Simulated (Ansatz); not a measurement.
Clusters are cut from relaxed bulk BeS (F-43m, 14.49 Å³/atom, gap on the mesh 3.14 eV) and relaxed in a periodic box with vacuum; the excess energy counts from that bulk. Caps count from half an H2 molecule.

Level of theory: DFT PBE, scalar-relativistic, plane waves, PAW (Ansatz 0.2.0).

Cutoff 420 eV, Gaussian smearing of 0.05 eV, energies at zero smearing, symmetry of each start kept, no spin polarisation.

| start | atoms | k mesh | excess energy (eV per host atom) | gap on the mesh (eV) | highest filled level or Fermi level under vacuum (eV) |
| --- | --- | --- | --- | --- | --- |
| BeSH6, sphere cut | 8 | 1×1×1 | 2.815 | 4.25 | 6.23 |
| Be4S4H16, sphere cut | 24 | 1×1×1 | 1.302 | 3.65 | 5.83 |

Each run keeps its start's symmetry and one magnetic start, so lower states can exist.

Cost: 2 runs of about 11 core-minutes in all, on Intel Xeon Platinum 8259CL (Skylake/Cascade Lake) (shared hosts).